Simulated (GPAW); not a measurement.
The system is MgZn2O3.

```
CELL_PARAMETERS angstrom
3.05260 0.00000 0.00000
-1.52630 2.64363 0.00000
0.00000 0.00000 7.45204
ATOMIC_POSITIONS crystal
Zn 0.66667 0.33333 0.33158
Zn 0.33333 0.66667 0.66842
Mg 0.00000 0.00000 0.00000
O 0.00000 0.00000 0.50000
O 0.66667 0.33333 0.83930
O 0.33333 0.66667 0.16070
```

The cell comes from a database or a generator and needn't be the stable form of this composition.

Base run:

* Program: GPAW 26.7.0
* Functional: PBEsol
* Potentials or basis: PAW data sets generated in the run's folder for this functional
* Cutoff: 800 eV
* Basis: pw
* k mesh: 7 × 7 × 3
* Occupations: fermi-dirac, width 0.05 eV
* Spin: no spin polarisation

Its results: band gap on the k mesh 1.64 eV, direct; pressure -7.3 GPa; largest force 0.185 eV/Å.

Q: The run is repeated on the same cell with these changes: functional from PBEsol to LDA; potentials or basis from PAW data sets generated in the run's folder for this functional to the program's PAW data sets (release 1.2.1) made for this functional. What comes out?

A: Band gap on the k mesh 1.67 eV, direct; pressure -14.1 GPa; largest force 0.256 eV/Å.
